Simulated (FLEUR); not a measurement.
# CuAu (P4/mmm) in FLEUR: convergence with k mesh

Aim: find how far k mesh must go before the results for CuAu settle, at PBEsol. This setting moves, with any that are tied to it; all else stays.

Everything below comes from runs of FLEUR MaX-R8.1 (later development tree). Logs are shortened: lines on timing, memory, paths and dates and some standing lists are left out, and cuts for length are marked.

### Step 1. The crystal as given

The structure is tetragonal, space group P4/mmm (No. 123). Conventional cell: a = 2.811 Å, b = 2.811 Å, c = 3.685 Å, α = 90.00°, β = 90.00°, γ = 90.00°. Around Au (site symmetry 4/mmm) lie 8 Cu at 2.71 Å and 4 Au at 2.81 Å. Around Cu (site symmetry 4/mmm) lie 8 Au at 2.71 Å and 4 Cu at 2.81 Å.

### Step 2. With k mesh 2 × 2 × 2

inp.xml reads:

```xml
<?xml version="1.0" encoding="UTF-8" standalone="no"?>
<fleurInput fleurInputVersion="0.39">
   <comment>
      CuAu                                                                                                
   </comment>
   <calculationSetup>
      <cutoffs Kmax="4.17" Gmax="12.9" GmaxXC="12.9" numbands="0"/>
      <scfLoop itmax="60" minDistance="0.00001" maxIterBroyd="15" imix="Anderson" alpha="0.05" precondParam="0.0" spinf="2.0" sdNocoIR="T"/>
      <coreElectrons ctail="T" frcor="F" kcrel="0" coretail_lmax="0"/>
      <xcFunctional name="PBEs" relativisticCorrections="F"/>
      <magnetism jspins="1"/>
      <soc l_soc="F" theta="0.0" phi="0.0" spav="F"/>
      <expertModes spex="0" secvar="F"/>
      <geometryOptimization l_f="T" forcealpha="1.0" forcemix="BFGS" epsdisp="0.0005" epsforce="0.0002"/>
      <ldaU l_linMix="F" mixParam="0.05" spinf="1.0"/>
   </calculationSetup>
   <cell>
      <bzIntegration valenceElectrons="38.0" mode="hist" fermiSmearingEnergy="0.00183747">
         <kPointListSelection listName="default-1"/>
         <!-- k-points included here -->
         <xi:include xmlns:xi="http://www.w3.org/2001/XInclude" href="kpts.xml"> </xi:include>
      </bzIntegration>
      <!-- symmetry operations included here -->
      <xi:include xmlns:xi="http://www.w3.org/2001/XInclude" href="sym.xml"> </xi:include>
      <bulkLattice scale="1.0">
         <bravaisMatrix>
            <row-1>    5.3115466751966567     0.0000000000000000     0.0000000000000000</row-1>
            <row-2>    0.0000000000000000     5.3115466751966567     0.0000000000000000</row-2>
            <row-3>    0.0000000000000000     0.0000000000000000     6.9636407691509996</row-3>
         </bravaisMatrix>
      </bulkLattice>
   </cell>
   <atomSpecies>
      <species name="Gold (Au)" element="Au" atomicNumber="79">
         <mtSphere radius="2.35" gridPoints="783" logIncrement="0.017"/>
         <atomicCutoffs lmax="9" lnonsphr="9"/>
         <electronConfig flipSpins="F">
            <coreConfig>(1s1/2) (2s1/2) (2p1/2) (2p3/2) (3s1/2) (3p1/2) (3p3/2) (4s1/2) (3d3/2) (3d5/2) (4p1/2) (4p3/2) (4d3/2) (4d5/2) (4f5/2) (4f7/2)</coreConfig>
            <valenceConfig>(5s1/2) (5p1/2) (5p3/2) (6s1/2) (5d3/2) (5d5/2)</valenceConfig>
            <stateOccupation state="(6s1/2)" spinUp="0.500000" spinDown="0.500000"/>
         </electronConfig>
         <energyParameters s="6" p="6" d="5" f="5"/>
         <lo type="SCLO" l="0" n="5" eDeriv="0"/>
         <lo type="SCLO" l="1" n="5" eDeriv="0"/>
         <lo type="SCLO" l="1" n="5" eDeriv="1"/>
         <lo type="SCLO" l="2" n="5" eDeriv="2"/>
         <lo type="SCLO" l="3" n="5" eDeriv="2"/>
      </species>
      <species name="Copper (Cu)" element="Cu" atomicNumber="29">
         <mtSphere radius="2.35" gridPoints="783" logIncrement="0.016"/>
         <atomicCutoffs lmax="9" lnonsphr="9"/>
         <electronConfig flipSpins="F">
            <coreConfig>(1s1/2) (2s1/2) (2p1/2) (2p3/2)</coreConfig>
            <valenceConfig>(3s1/2) (3p1/2) (3p3/2) (4s1/2) (3d3/2) (3d5/2)</valenceConfig>
            <stateOccupation state="(4s1/2)" spinUp="0.500000" spinDown="0.500000"/>
         </electronConfig>
         <energyParameters s="4" p="4" d="3" f="4"/>
         <lo type="SCLO" l="0" n="3" eDeriv="0"/>
         <lo type="SCLO" l="1" n="3" eDeriv="0"/>
         <lo type="SCLO" l="1" n="3" eDeriv="1"/>
         <lo type="SCLO" l="2" n="3" eDeriv="2"/>
         <lo type="SCLO" l="3" n="4" eDeriv="2"/>
      </species>
   </atomSpecies>
   <atomGroups>
      <atomGroup species="Gold (Au)">
         <relPos label="                   1">.0000000000 .0000000000 .0000000000</relPos>
         <force calculate="T" relaxXYZ="TTT"/>
      </atomGroup>
      <atomGroup species="Copper (Cu)">
         <relPos label="                   2">1.000/2.000 1.000/2.000 1.000/2.000</relPos>
         <force calculate="T" relaxXYZ="TTT"/>
      </atomGroup>
   </atomGroups>
   <output dos="F" band="F" slice="F">
      <checks vchk="F" cdinf="F"/>
      <bandDOS minEnergy="-.5*Htr" maxEnergy="0.5*Htr" sigma="0.015" storeEVData="T"/>
      <vacuumDOS vacdos="F" integ="F" star="F" nstars="0" locx1="0.0" locy1="0.0" locx2="0.0" locy2="0.0" nstm="0" tworkf="0.0"/>
      <unfoldingBand unfoldBand="F" supercellX="1" supercellY="1" supercellZ="1"/>
      <plotting iplot="0" polar="F">
         <plot TwoD="T" vec1="  1.0  0.0  0.0" vec2="  0.0  1.0  0.0" vec3="  0.0  0.0  1.0" zero="  0.0  0.0  0.0" file="plot"/>
      </plotting>
      <chargeDensitySlicing numkpt="0" minEigenval="0.0" maxEigenval="0.0" nnne="0" pallst="F"/>
      <specialOutput eonly="F"/>
      <moessbauerParams electricFieldGradient="T" isomerShift="T" coreHyperfine="T" valenceHyperfine="T"/>
      <magneticCircularDichroism mcd="F" energyLo="-10.0" energyUp="0.0"/>
   </output>
  <!-- We include the file relax.xml here to enable relaxations (see documentation) -->
  <xi:include xmlns:xi="http://www.w3.org/2001/XInclude" href="relax.xml"> <xi:fallback/> </xi:include>
</fleurInput>
```

crystal.txt reads:

```
CuAu
&input cartesian=F /
2.8107494552  0.0000000000  0.0000000000
0.0000000000  2.8107494552  0.0000000000
0.0000000000  0.0000000000  3.6850000000
1.8897261246
1.0 1.0 1.0

2
79 0.0000000000  0.0000000000  0.0000000000
29 0.5000000000  0.5000000000  0.5000000000

&kpt div1=2 div2=2 div3=2 gamma=T /
```

Potentials or basis: all-electron, FLAPW.

Started as:

```console
$ inpgen -f crystal.txt -profile fastHighL
$ # inp.xml edited to the form shown
$ fleur_MPI
```

Wall time 8.7 s (1 thread of Arm Neoverse V2, shared host); peak memory 0.06 GiB.

No converged result was reached.

### Step 3. With k mesh 4 × 4 × 3

inp.xml is that of step 2.

crystal.txt: that of step 2 with these lines changed.

```diff
@@ -12,2 +12,2 @@
 
-&kpt div1=2 div2=2 div3=2 gamma=T /
+&kpt div1=4 div2=4 div3=3 gamma=T /
```

Potentials or basis: all-electron, FLAPW.

Started as:

```console
$ inpgen -f crystal.txt -profile fastHighL
$ # inp.xml edited to the form shown
$ fleur_MPI
```

Wall time 29 s (1 thread of Arm Neoverse V2, shared host); peak memory 0.06 GiB.

Results:

| Property | Result |
| --- | --- |
| Free energy | -563176.7051 eV |
| Band gap on the k mesh | none (metal or under the smearing width) |
| Valence electrons inside the program's atomic spheres | Au 16.97; Cu 18.10 (radii Au 2.35, Cu 2.35 bohr) |

### Step 4. With k mesh 5 × 5 × 4

inp.xml is that of step 3.

crystal.txt: that of step 3 with these lines changed.

```diff
@@ -12,2 +12,2 @@
 
-&kpt div1=4 div2=4 div3=3 gamma=T /
+&kpt div1=5 div2=5 div3=4 gamma=T /
```

Started as:

```console
$ inpgen -f crystal.txt -profile fastHighL
$ # inp.xml edited to the form shown
$ fleur_MPI
```

It took 35 s on 1 thread of Arm Neoverse V2, shared host; peak memory 0.06 GiB.

Results:

- Free energy: -563177.0013 eV
- Band gap on the k mesh: none (metal or under the smearing width)
- Valence electrons inside the program's atomic spheres: Au 16.98; Cu 18.09 (radii Au 2.35, Cu 2.35 bohr)

### Step 5. With k mesh 6 × 6 × 5

inp.xml is that of step 4.

crystal.txt: that of step 4 with these lines changed.

```diff
@@ -12,2 +12,2 @@
 
-&kpt div1=5 div2=5 div3=4 gamma=T /
+&kpt div1=6 div2=6 div3=5 gamma=T /
```

Started as:

```console
$ inpgen -f crystal.txt -profile fastHighL
$ # inp.xml edited to the form shown
$ fleur_MPI
```

Run time: 50 s. Hardware: 1 thread of Arm Neoverse V2, shared host; peak memory 0.06 GiB.

Results:

* Free energy: -563176.8638 eV
* Band gap on the k mesh: none (metal or under the smearing width)
* Valence electrons inside the program's atomic spheres: Au 16.97; Cu 18.10 (radii Au 2.35, Cu 2.35 bohr)

### Step 6. With k mesh 8 × 8 × 6

inp.xml is that of step 5.

crystal.txt: that of step 5 with these lines changed.

```diff
@@ -12,2 +12,2 @@
 
-&kpt div1=6 div2=6 div3=5 gamma=T /
+&kpt div1=8 div2=8 div3=6 gamma=T /
```

Potentials or basis: all-electron, FLAPW.

Started as:

```console
$ inpgen -f crystal.txt -profile fastHighL
$ # inp.xml edited to the form shown
$ fleur_MPI
```

Wall time 86 s (1 thread of Arm Neoverse V2, shared host); peak memory 0.07 GiB.

What came out:

| Item | Value |
| --- | --- |
| Free energy | -563176.8888 eV |
| Band gap on the k mesh | none (metal or under the smearing width) |
| Valence electrons inside the program's atomic spheres | Au 16.98; Cu 18.09 (radii Au 2.35, Cu 2.35 bohr) |

### Step 7. With k mesh 9 × 9 × 7

inp.xml is that of step 6.

crystal.txt: that of step 6 with these lines changed.

```diff
@@ -12,2 +12,2 @@
 
-&kpt div1=8 div2=8 div3=6 gamma=T /
+&kpt div1=9 div2=9 div3=7 gamma=T /
```

Started as:

```console
$ inpgen -f crystal.txt -profile fastHighL
$ # inp.xml edited to the form shown
$ fleur_MPI
```

It took 85 s on 1 thread of Arm Neoverse V2, shared host; peak memory 0.06 GiB.

Results:

```
Free energy                                           : -563176.9170 eV
Band gap on the k mesh                                : none (metal or under the smearing width)
Valence electrons inside the program's atomic spheres : Au 16.97; Cu 18.09 (radii Au 2.35, Cu 2.35 bohr)
```

### Step 8. With k mesh 11 × 11 × 9

inp.xml is that of step 7.

crystal.txt: that of step 7 with these lines changed.

```diff
@@ -12,2 +12,2 @@
 
-&kpt div1=9 div2=9 div3=7 gamma=T /
+&kpt div1=11 div2=11 div3=9 gamma=T /
```

Started as:

```console
$ inpgen -f crystal.txt -profile fastHighL
$ # inp.xml edited to the form shown
$ fleur_MPI
```

It took 2.4 min on 1 thread of Arm Neoverse V2, shared host; peak memory 0.07 GiB.

Results:

```yaml
Free_energy: -563176.9057 eV
Band_gap_on_the_k_mesh: none (metal or under the smearing width)
Valence_electrons_inside_the_program's_atomic_spheres: Au 16.97; Cu 18.09 (radii Au 2.35, Cu 2.35 bohr)
```

### Step 9. With k mesh 14 × 14 × 10

inp.xml is that of step 8.

crystal.txt: that of step 8 with these lines changed.

```diff
@@ -12,2 +12,2 @@
 
-&kpt div1=11 div2=11 div3=9 gamma=T /
+&kpt div1=14 div2=14 div3=10 gamma=T /
```

Potentials or basis: all-electron, FLAPW.

Started as:

```console
$ inpgen -f crystal.txt -profile fastHighL
$ # inp.xml edited to the form shown
$ fleur_MPI
```

What it wrote:

```text
Welcome to FLEUR        (www.flapw.de)
      MaX-Release 8.1          (www.max-centre.eu)

 ========== k-point set info ==========
 Selected k-point list: default-1
 k-point list type: mesh
 14 x 14 x 10
 Number of k points: 216

 ------------Calculation Setup---------------------------
 Number of MPI-tasks      :            1
 Number of PE/node        :            1
 Number of OMP-threads    :            1
 Most efficient MPI parallelization for:
           1           2           3           4           6           8           9          12          18          24          27          36          54          72         108         216
 Additional eigenvalue parallelization possible
 Number of basis functions:          321
 Approximate size of matrices (H+S) per k-point:         0.002 GB
 --------------------------------------------------------
 Iteration:     1   Distance:      24.78130309 me/bohr^3
 Iteration:     2   Distance:      18.92526849 me/bohr^3
 Iteration:     3   Distance:      10.44394797 me/bohr^3
 Iteration:     4   Distance:       7.08438331 me/bohr^3
 Iteration:     5   Distance:       7.07269296 me/bohr^3
 Iteration:     6   Distance:       2.08537273 me/bohr^3
 Iteration:     7   Distance:       1.50866989 me/bohr^3
 Iteration:     8   Distance:       0.99579757 me/bohr^3
 Iteration:     9   Distance:       0.78103115 me/bohr^3
 Iteration:    10   Distance:       0.09568746 me/bohr^3
 Iteration:    11   Distance:       0.07366614 me/bohr^3
 Iteration:    12   Distance:       0.01399920 me/bohr^3
 Iteration:    13   Distance:       0.01696673 me/bohr^3
 Iteration:    14   Distance:       0.00102109 me/bohr^3
 Iteration:    15   Distance:       0.00057358 me/bohr^3
 Iteration:    16   Distance:       0.00038066 me/bohr^3
 Iteration:    17   Distance:       0.00011576 me/bohr^3
 Iteration:    18   Distance:       0.00005048 me/bohr^3
 Iteration:    19   Distance:       0.00002085 me/bohr^3
 Iteration:    20   Distance:       0.00000531 me/bohr^3

 ********************************************************************
 Run finished successfully
 Stop message:
   Structural relaxation: Done
 ********************************************************************
```

Wall time 4.8 min (1 thread of Arm Neoverse V2, shared host); peak memory 0.08 GiB.

Results:

```yaml
Free_energy: -563176.9018 eV
Band_gap_on_the_k_mesh: none (metal or under the smearing width)
Valence_electrons_inside_the_program's_atomic_spheres: Au 16.97; Cu 18.09 (radii Au 2.35, Cu 2.35 bohr)
```

### Step 10. Result

| k mesh | energy less the tightest run, at zero smearing (meV/atom) | SCF cycles | CPU time (s) | peak memory (GiB) |
| --- | --- | --- | --- | --- |
| 2 × 2 × 2 | not converged | - | - | - |
| 4 × 4 × 3 | 100.65 | 23 | 29 | 0.06 |
| 5 × 5 × 4 | -49.69 | 21 | 35 | 0.06 |
| 6 × 6 × 5 | 18.83 | 21 | 50 | 0.06 |
| 8 × 8 × 6 | 6.55 | 21 | 86 | 0.07 |
| 9 × 9 × 7 | -8.00 | 21 | 85 | 0.06 |
| 11 × 11 × 9 | -2.07 | 21 | 140 | 0.07 |
| 14 × 14 × 10 | 0.00 | 21 | 290 | 0.08 |

Not settled before the last step: the energy (to 1 meV/atom). Meshes of other sizes hit other points, so gaps and Fermi surfaces needn't settle smoothly. The tightest run that finished is the yardstick and may itself not be fully converged.
